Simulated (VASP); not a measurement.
Te2Mo: relaxation of cell and atoms with PBE+D3(BJ)

Te2Mo, a slab with vacuum:

```xyz
3
Lattice="3.5025 0.0000 0.0000 -1.7513 3.0333 0.0000 0.0000 0.0000 21.6052" Properties=species:S:1:pos:R:3 pbc="T T T"
Te    0.0000    2.0222    8.9844
Te    0.0000    2.0222   12.6208
Mo    1.7513    1.0111   10.8026
```

```yaml
Program: VASP 6.6.1
Task: relaxation of cell and atoms
Functional: PBE
Dispersion: D3(BJ)
Potentials_or_basis: VASP PAW PBE potentials, release 64 (Te, Mo_sv)
Cutoff: 600 eV
k_mesh: 12 × 12 × 1
Occupations: gaussian, width 0.03 eV
Spin: no spin polarisation
Further_INCAR_settings: ALGO = Normal; EDIFF = 1e-07; IBRION = 2; EDIFFG = -0.005; NSW = 90; ISIF = 3
```

| Property | Result |
| --- | --- |
| Band gap on the k mesh | 1.19 eV, direct |
| Dispersion energy per atom | -0.401 eV |

Final structure:
```
CELL_PARAMETERS angstrom
3.50253 0.00000 0.00000
-1.75126 3.03328 0.00000
0.00000 0.00000 21.60519
ATOMIC_POSITIONS crystal
Te 0.33333 0.66667 0.41584
Te 0.33333 0.66667 0.58416
Mo 0.66667 0.33333 0.50000
```

Levels at points of the mesh, in eV from the valence-band top:
| k point | band 9 | band 10 | band 11 | band 12 | band 13 | band 14 | band 15 | band 16 | band 17 |
| --- | --- | --- | --- | --- | --- | --- | --- | --- | --- |
| (0.00, 0.00, 0.00) | -1.60 | -1.60 | -0.82 | -0.82 | -0.58 | 3.21 | 3.21 | 3.49 | 3.49 |
| (0.50, 0.00, 0.00) | -3.35 | -2.27 | -1.72 | -0.78 | -0.21 | 1.50 | 1.80 | 3.31 | 3.73 |

It took 74 s on 1 thread of Intel(R) Xeon(R) 6975P-C (Granite Rapids) (shared host), peak memory 0.43 GiB.

Caveat: the relaxation stopped at its first step, so nothing moved; spin-orbit coupling is left out, which moves the levels of the heavy elements. As with any semilocal functional, this PBE gap is likely too small.
